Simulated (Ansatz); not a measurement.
## Convergence of Rb

```yaml
crystal:
  lattice:
    - [0.00000, 3.57578, 3.57578]
    - [3.57578, 0.00000, 3.57578]
    - [3.57578, 3.57578, 0.00000]
  atoms:
    - { symbol: Rb, position: [0.00000, 0.00000, 0.00000] }
```

The cell was built from the fcc type and relaxed in the same program, and has space group Fm-3m; it needn't be a known or the stable phase.

Level of theory: DFT, PBE, all-electron LAPW, scalar-relativistic (Ansatz 0.2.0).

The runs use a Γ-centred 11×11×11 k mesh, Fermi–Dirac smearing of 0.03 eV, basis error target 0.5 meV/atom, no spin polarisation. One setting is then changed at a time.

```
basis error target (meV/atom)  free energy less the base's (meV/atom)  P (GPa)  cutoff chosen (eV)
                   0.5 (base)                                     0.0     0.00                  51
                            3                                     0.5     0.00                  38
                           10                                     2.1     0.00                  31
                           30                                     7.2     0.02                  24
                          0.1                                    -0.1     0.00                  63
```
